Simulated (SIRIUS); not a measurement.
Nb:

```
Nb
1.0
    -1.66395    1.66395    1.66395
     1.66395   -1.66395    1.66395
     1.66395    1.66395   -1.66395
Nb
1
Direct
  0.00000 0.00000 0.00000
```

```yaml
Program: SIRIUS 7.12.0
Task: relaxation of cell and atoms
Functional: RPBE
Dispersion: D3(BJ)
Potentials_or_basis: PseudoDojo 0.4.1 PBE standard (scalar relativistic)
Cutoff: 1127 eV
Density_cutoff: 4507 eV
k_mesh: 8 × 8 × 8
Occupations: fermi-dirac, width 0.05 eV
Spin: no spin polarisation
```

At the start: pressure -44.4 GPa; volume 18.43 Å³/atom.

Q: Where does the relaxation end?

A: Over 4 steps the energy falls by 638.6 meV/atom and the volume is 14.57 Å³/atom (-20.9 %); space group Im-3m (No. 229, to 0.05 Å).

The path:
| step | energy change (eV) | largest force (eV/Å) | pressure (GPa) | volume (Å³) |
| --- | --- | --- | --- | --- |
| 1 | 0.0000 | 0.0000 | -44.41 | 18.43 |
| 2 | -0.6355 | 0.0000 | -4.35 | 14.80 |
| 3 | -0.6385 | 0.0000 | 0.78 | 14.53 |
| 4 | -0.6386 | 0.0000 | 0.01 | 14.57 |

Final structure:
```cif
data_structure
_symmetry_space_group_name_H-M 'P 1'
_symmetry_Int_Tables_number 1
_cell_length_a 2.6650
_cell_length_b 2.6650
_cell_length_c 2.6650
_cell_angle_alpha 109.471
_cell_angle_beta 109.471
_cell_angle_gamma 109.471
_cell_volume 14.57
loop_
_atom_site_label
_atom_site_type_symbol
_atom_site_fract_x
_atom_site_fract_y
_atom_site_fract_z
_atom_site_occupancy
Nb1 Nb 0.00000 0.00000 0.00000 1
```

Caveat: the volume moved by over 15 % at a fixed basis, so the end points are rough; the potentials were made for another functional, which shifts forces and pressure; pairwise dispersion overbinds metals, which lowers pressure and volume.
